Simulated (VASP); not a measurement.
# CaO (Lime) (Fm-3m) in VASP: a series of runs, part 2 of 2

VASP 6.6.1.

**3. Relaxation of cell and atoms, PBE**

This run uses another cell than the first one, of 14.01 Å³/atom, 1.005 times its volume.

Contents of INCAR:

```
SYSTEM = CaO
  PREC = Accurate
  ENCUT = 300
  EDIFF = 1E-7
  ISMEAR = 0
  SIGMA = 0.03
  LREAL = .FALSE.
  LASPH = .TRUE.
  NELM = 80
  ALGO = Normal
  ISIF = 3
  LWAVE = .FALSE.
  LCHARG = .FALSE.
  GGA = PE
  IBRION = 2
  NSW = 90
  EDIFFG = -0.005
```

Contents of KPOINTS:

```
regular mesh
0
G
  5 5 5
  0 0 0
```

Contents of POSCAR:

```
CaO                                     
1.0
   -0.0000000000      2.4107896880      2.4107896880
    2.4107896880      0.0000000000      2.4107896880
    2.4107896880      2.4107896880      0.0000000000
  Ca              O             
     1     1
Direct
     0.0000000000000000    0.0000000000000000    0.0000000000000000
     0.5000000000000000    0.5000000000000000    0.5000000000000000
```

Potentials or basis: VASP PAW PBE potentials, release 64 (Ca_sv, O_s).

On the command line:

```
$ cat potpaw_PBE.64/Ca_sv/POTCAR potpaw_PBE.64/O_s/POTCAR > POTCAR
$ mpirun -np 1 vasp_std > vasp.out
```

Wall time 6.5 s (1 thread of Intel Xeon Platinum 8488C (Sapphire Rapids), shared host); peak memory 0.12 GiB.

These settings aren't checked as converged: the numbers below hold their error.

What came out:

| Property | Result |
| --- | --- |
| Free energy | -12.8085 eV |
| Band gap on the k mesh | 3.83 eV, indirect (least direct gap 4.20 eV) |

Caveat: the k mesh is coarse (spacing up to 0.45 Å⁻¹), so the values aren't converged; the cutoff is under 1.25 times the usual one of these potentials, so pressure, stress and relaxed cells hold a basis-set (Pulay) error; the relaxation stopped at its first step, so nothing moved; an odd mesh through Γ misses points on the zone boundary, where band edges often lie.

**4. Relaxation of the atoms, PBE (a relaxed cell with its volume scaled by 0.94)**

Changes to INCAR since step 3:

```diff
@@ -10,3 +10,3 @@
   ALGO = Normal
-  ISIF = 3
+  ISIF = 2
   LWAVE = .FALSE.
@@ -15,3 +15,3 @@
   IBRION = 2
-  NSW = 90
-  EDIFFG = -0.005
+  NSW = 40
+  EDIFFG = -0.01
```

KPOINTS is that of step 3.

Contents of POSCAR:

```
CaO                                     
1.0
    0.0000000000      2.3615760894      2.3615760894
    2.3615760894      0.0000000000      2.3615760894
    2.3615760894      2.3615760894      0.0000000000
  Ca              O             
     1     1
Direct
     0.0000000000000000    0.0000000000000000    0.0000000000000000
     0.5000000000000000    0.5000000000000000    0.5000000000000000
```

On the command line:

```
$ cat potpaw_PBE.64/Ca_sv/POTCAR potpaw_PBE.64/O_s/POTCAR > POTCAR
$ mpirun -np 1 vasp_std > vasp.out
```

It used 4.2 s of CPU time on 1 thread of Intel(R) Xeon(R) Platinum 8488C (Sapphire Rapids), with other jobs on the host, which was overloaded at the time.

It converged, with:

* Free energy: -12.7557 eV
* Band gap on the k mesh: 3.81 eV, indirect (least direct gap 4.18 eV)

Final structure:
```
Ca O
1.0
     0.00000    2.36158    2.36158
     2.36158    0.00000    2.36158
     2.36158    2.36158    0.00000
Ca O
1 1
Direct
  0.00000 0.00000 0.00000
  0.50000 0.50000 0.50000
```

Levels at points of the mesh, in eV from the valence-band top:
```tsv
k point	band 6	band 7	band 8	band 9	band 10	band 11
(0.00, 0.00, 0.00)	0.00	0.00	0.00	5.17	6.36	6.36
```

Caveat: the k mesh is coarse (spacing up to 0.46 Å⁻¹), so the values aren't converged; the cutoff is under 1.25 times the usual one of these potentials, so pressure, stress and relaxed cells hold a basis-set (Pulay) error; the relaxation stopped at its first step, so nothing moved; an odd mesh through Γ misses points on the zone boundary, where band edges often lie.

**5. Relaxation of the atoms, PBE (a relaxed cell with its volume scaled by 0.96)**

INCAR is that of step 4.

KPOINTS is that of step 4.

Contents of POSCAR:

```
CaO                                     
1.0
    0.0000000000      2.3782074549      2.3782074549
    2.3782074549      0.0000000000      2.3782074549
    2.3782074549      2.3782074549      0.0000000000
  Ca              O             
     1     1
Direct
     0.0000000000000000    0.0000000000000000    0.0000000000000000
     0.5000000000000000    0.5000000000000000    0.5000000000000000
```

Potentials or basis: VASP PAW PBE potentials, release 64 (Ca_sv, O_s).

On the command line:

```
$ cat potpaw_PBE.64/Ca_sv/POTCAR potpaw_PBE.64/O_s/POTCAR > POTCAR
$ mpirun -np 1 vasp_std > vasp.out
```

OUTCAR:

```text
SYSTEM = CaO
   PREC = Accurate
   ENCUT = 300
   EDIFF = 1E-7
   ISMEAR = 0
   LREAL = .FALSE.
   LASPH = .TRUE.
   NELM = 80
   ISIF = 2
   GGA = PE
   IBRION = 2
   NSW = 40
   EDIFFG = -0.01

 ion  position               nearest neighbor table
   1  0.000  0.000  0.000-   2 2.38   2 2.38   2 2.38   2 2.38   2 2.38   2 2.38
   2  0.500  0.500  0.500-   1 2.38   1 2.38   1 2.38   1 2.38   1 2.38   1 2.38
[... 327 lines left out ...]

------------------------ aborting loop because EDIFF is reached ----------------------------------------

  FORCE on cell =-STRESS in cart. coord.  units (eV):
  Direction    XX          YY          ZZ          XY          YZ          ZX
  --------------------------------------------------------------------------------------
  -------------------------------------------------------------------------------------
  Total        0.8311586      0.8311586      0.8311586      0.0000000      0.0000000     -0.0000000
  in kB       49.5011484     49.5011484     49.5011484      0.0000000      0.0000000     -0.0000000
  external PRESSURE =      49.5011484 kB  Pullay stress =       0.0000000 kB

 VOLUME and BASIS-vectors are now :
 -----------------------------------------------------------------------------
  energy-cutoff  :      300.00
  volume of cell :       26.90
      direct lattice vectors                 reciprocal lattice vectors
     0.000000000  2.378207455  2.378207455    -0.210242382  0.210242382  0.210242382
     2.378207455  0.000000000  2.378207455     0.210242382 -0.210242382  0.210242382
     2.378207455  2.378207455  0.000000000     0.210242382  0.210242382 -0.210242382

 POSITION                                       TOTAL-FORCE (eV/Angst)
 -----------------------------------------------------------------------------------
      0.00000      0.00000      0.00000         0.000000      0.000000      0.000000
      2.37821      2.37821      2.37821        -0.000000     -0.000000     -0.000000
 -----------------------------------------------------------------------------------
    total drift:                                0.000000     -0.000000      0.000000

  FREE ENERGIE OF THE ION-ELECTRON SYSTEM (eV)
  ---------------------------------------------------
  free  energy   TOTEN  =       -12.7827114629 eV

  energy  without entropy=      -12.7827114629  energy(sigma->0) =      -12.78271146

 reached required accuracy - stopping structural energy minimisation
```

OSZICAR:

```text
N       E                     dE             d eps       ncg     rms          rms(c)
DAV:   1     0.941788077108E+02    0.94179E+02   -0.62158E+03   240   0.908E+02
DAV:   2    -0.118171661127E+02   -0.10600E+03   -0.10230E+03   264   0.290E+02
DAV:   3    -0.144132330650E+02   -0.25961E+01   -0.25862E+01   320   0.481E+01
DAV:   4    -0.145117430723E+02   -0.98510E-01   -0.98454E-01   320   0.854E+00
DAV:   5    -0.145128604438E+02   -0.11174E-02   -0.11174E-02   312   0.857E-01    0.100E+01
DAV:   6    -0.128182566316E+02    0.16946E+01   -0.87436E+00   280   0.318E+01    0.166E+01
DAV:   7    -0.127880705715E+02    0.30186E-01   -0.59509E-01   308   0.717E+00    0.996E+00
DAV:   8    -0.127883794802E+02   -0.30891E-03   -0.14278E-01   252   0.429E+00    0.123E+00
DAV:   9    -0.127816089429E+02    0.67705E-02   -0.32219E-02   304   0.171E+00    0.349E-01
DAV:  10    -0.127825977926E+02   -0.98885E-03   -0.20439E-03   280   0.413E-01    0.110E-01
DAV:  11    -0.127827472729E+02   -0.14948E-03   -0.10723E-03   292   0.263E-01    0.120E-01
DAV:  12    -0.127827135146E+02    0.33758E-04   -0.17328E-04   280   0.137E-01    0.287E-02
DAV:  13    -0.127827129431E+02    0.57151E-06   -0.56130E-06   312   0.226E-02    0.891E-03
DAV:  14    -0.127827116776E+02    0.12655E-05   -0.12458E-06   308   0.939E-03    0.759E-04
DAV:  15    -0.127827113820E+02    0.29555E-06   -0.44612E-08   136   0.221E-03    0.111E-03
DAV:  16    -0.127827114629E+02   -0.80901E-07   -0.15053E-08   124   0.146E-03
   1 F= -.12782711E+02 E0= -.12782711E+02  d E =-.127827E+02
```

It used 3.2 s of CPU time on 1 thread of Intel(R) Xeon(R) Platinum 8488C (Sapphire Rapids) (shared host), which was overloaded at the time.

What came out:

```yaml
Free_energy: -12.7827 eV
Band_gap_on_the_k_mesh: 3.82 eV, indirect (least direct gap 4.19 eV)
```

Final structure:
```yaml
crystal:
  lattice:
    - [0.00000, 2.37821, 2.37821]
    - [2.37821, 0.00000, 2.37821]
    - [2.37821, 2.37821, 0.00000]
  atoms:
    - { symbol: Ca, position: [0.00000, 0.00000, 0.00000] }
    - { symbol: O, position: [0.50000, 0.50000, 0.50000] }
```

Caveat: the k mesh is coarse (spacing up to 0.46 Å⁻¹), so the values aren't converged; the cutoff is under 1.25 times the usual one of these potentials, so pressure, stress and relaxed cells hold a basis-set (Pulay) error; the relaxation stopped at its first step, so nothing moved; an odd mesh through Γ misses points on the zone boundary, where band edges often lie.
